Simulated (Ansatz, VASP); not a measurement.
**One calculation of CdIn2O4, two programs**

Contents of INCAR:

```
SYSTEM = CdIn2O4
ALGO = Normal
EDIFF = 1E-8
ENCUT = 520
GGA = PE
ISIF = 2
ISMEAR = -1
LASPH = .TRUE.
LCHARG = .FALSE.
LEFG = .TRUE.
LREAL = .FALSE.
LWAVE = .FALSE.
NBANDS = 75
NELM = 60
PREC = Accurate
SIGMA = 0.02
```

File KPOINTS:

```
k-points
0
G
  5 5 5
  0 0 0
```

POSCAR

```
CdIn2O4
1.0
    0.0000000000      4.6110186847      4.6110186847
    4.6110186847      0.0000000000      4.6110186847
    4.6110186847      4.6110186847      0.0000000000
Cd In O
2 4 8
Direct
    0.7500000000      0.7500000000      0.7500000000
    0.5000000000      0.5000000000      0.5000000000
    0.6250000000      0.1250000000      0.1250000000
    0.1250000000      0.1250000000      0.1250000000
    0.1250000000      0.6250000000      0.1250000000
    0.1250000000      0.1250000000      0.6250000000
    0.3617459100      0.3617459100      0.3617459100
    0.3352377300      0.8882540900      0.8882540900
    0.8882540900      0.8882540900      0.3352377300
    0.8882540900      0.3352377300      0.8882540900
    0.3617459100      0.3617459100      0.9147622700
    0.3617459100      0.9147622700      0.3617459100
    0.8882540900      0.8882540900      0.8882540900
    0.9147622700      0.3617459100      0.3617459100
```

Input for Ansatz:

```yaml
crystal:
  lattice:
    - [0.0, 4.6110186847, 4.6110186847]
    - [4.6110186847, 0.0, 4.6110186847]
    - [4.6110186847, 4.6110186847, 0.0]
  atoms:
    - { symbol: Cd, position: [0.75, 0.75, 0.75] }
    - { symbol: Cd, position: [0.5, 0.5, 0.5] }
    - { symbol: In, position: [0.625, 0.125, 0.125] }
    - { symbol: In, position: [0.125, 0.125, 0.125] }
    - { symbol: In, position: [0.125, 0.625, 0.125] }
    - { symbol: In, position: [0.125, 0.125, 0.625] }
    - { symbol: O, position: [0.36174591, 0.36174591, 0.36174591] }
    - { symbol: O, position: [0.33523773, 0.88825409, 0.88825409] }
    - { symbol: O, position: [0.88825409, 0.88825409, 0.33523773] }
    - { symbol: O, position: [0.88825409, 0.33523773, 0.88825409] }
    - { symbol: O, position: [0.36174591, 0.36174591, 0.91476227] }
    - { symbol: O, position: [0.36174591, 0.91476227, 0.36174591] }
    - { symbol: O, position: [0.88825409, 0.88825409, 0.88825409] }
    - { symbol: O, position: [0.91476227, 0.36174591, 0.36174591] }
kpoints:
  mp_grid: { grid: [5, 5, 5] }
scf:
  occupations: { method: fermi_dirac, width: 0.02 }
hamiltonian:
  xc: pbe
  pseudopotentials: { kind: paw }
output:
  forces: true
  stress: true
  populations: true
  efg:
    quadrupole_moments_barn: { In: 0.772, O: -0.02558 }
    contact_densities: true
```

The cell comes from a database or a generator and needn't be the stable form of this composition.

Alike in both runs: task electric field gradients; functional PBE; k mesh 5 × 5 × 5; occupations fermi-dirac, width 0.02 eV; no spin polarisation.

```csv
,VASP,Ansatz
version,VASP 6.6.1,Ansatz 0.2.0
potentials or method,"VASP PAW PBE potentials, release 64 (Cd, In_d, O)","plane-wave PAW, scalar-relativistic"
plane-wave cutoff (eV),520,420
valence electrons in the cell,124,140
```

Ansatz gave:

| Item | Value |
| --- | --- |
| gap on the k mesh at the Fermi level (eV) | 1.04 |
| pressure (GPa) | 4.4 |
| rms of the force components (eV/Å) | 0.089 |
| Vzz of the field gradient on the site that differs most (V/Å²) | -51.3 |

Task: What did VASP give for the same quantities?

Result: gap on the k mesh at the Fermi level (eV): 1.04; pressure (GPa): 5.1; rms of the force components (eV/Å): 0.074; Vzz of the field gradient on the site that differs most (V/Å²): -54.4.

Atom by atom the forces differ by 0.015 eV/Å (rms over components). The two sets of potentials don't hold the same shells in valence. Ansatz warned: «gradients_without_spin_orbit».

Caveats: spin-orbit coupling is left out, which moves the levels of the heavy elements; an odd mesh through Γ misses points on the zone boundary, where band edges often lie. As with any semilocal functional, this PBE gap is likely too small.
